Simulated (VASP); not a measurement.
Write the native input for VASP 6.6.1 that does the following.

```yaml
Task: single point
Functional: PBE
Potentials_or_basis: VASP PAW PBE potentials, release 64 (Ni, O)
Cutoff: 520 eV
k_mesh: 6 × 6 × 6
Occupations: gaussian, width 0.02 eV
Spin: collinear spin, ferromagnetic start
Starting_moments: "[2.0, 0.0] μB"
Further_INCAR_settings: ALGO = Normal; EDIFF = 1e-07; NBANDS = 19
```

The structure of NiO lies in POSCAR:

```
NiO
1.0
    0.0000000000      2.0859016400      2.0859016400
    2.0859016400      0.0000000000      2.0859016400
    2.0859016400      2.0859016400      0.0000000000
Ni O
1 1
Direct
    0.0000000000      0.0000000000      0.0000000000
    0.5000000000      0.5000000000      0.5000000000
```

One way to write it, as run:

INCAR

```
SYSTEM = NiO
  PREC = Accurate
  ENCUT = 520
  EDIFF = 1E-7
  ISMEAR = 0
  SIGMA = 0.02
  LREAL = .False.
  LASPH = .True.
  NELM = 120
  ALGO = Normal
  ISIF = 2
  LWAVE = .False.
  LCHARG = .False.
  ISPIN = 2
  MAGMOM = 2 0
  LORBIT = 11
  LMAXMIX = 4
  GGA = PE
  NBANDS = 19
```

KPOINTS

```
regular mesh
0
Gamma
  6 6 6
  0 0 0
```

Potentials or basis: VASP PAW PBE potentials, release 64 (Ni, O).

Command:

```bash
$ cat potpaw_PBE.64/Ni/POTCAR potpaw_PBE.64/O/POTCAR > POTCAR
$ mpirun -np 1 vasp_std > vasp.out
```

It gave:

```
Pressure                                              : 5.5 GPa
Band gap on the k mesh                                : none (metal or under the smearing width)
Net moment                                            : 1.72 μB per cell
Site moments                                          : Ni +1.41; O +0.26 μB
Valence electrons inside the program's atomic spheres : Ni 8.99; O 4.98
```

Caveat: the k mesh is coarse (spacing up to 0.43 Å⁻¹), so the values aren't converged; a cell with one magnetic atom can't hold antiferromagnetic order, which such compounds often take; semilocal functionals often make such compounds metallic where correlation or magnetic order opens a gap, which also shifts bond lengths.

Run time: 9.4 s on 1 thread of Intel(R) Xeon(R) Platinum 8488C (Sapphire Rapids), on a shared host, peak memory 0.15 GiB.
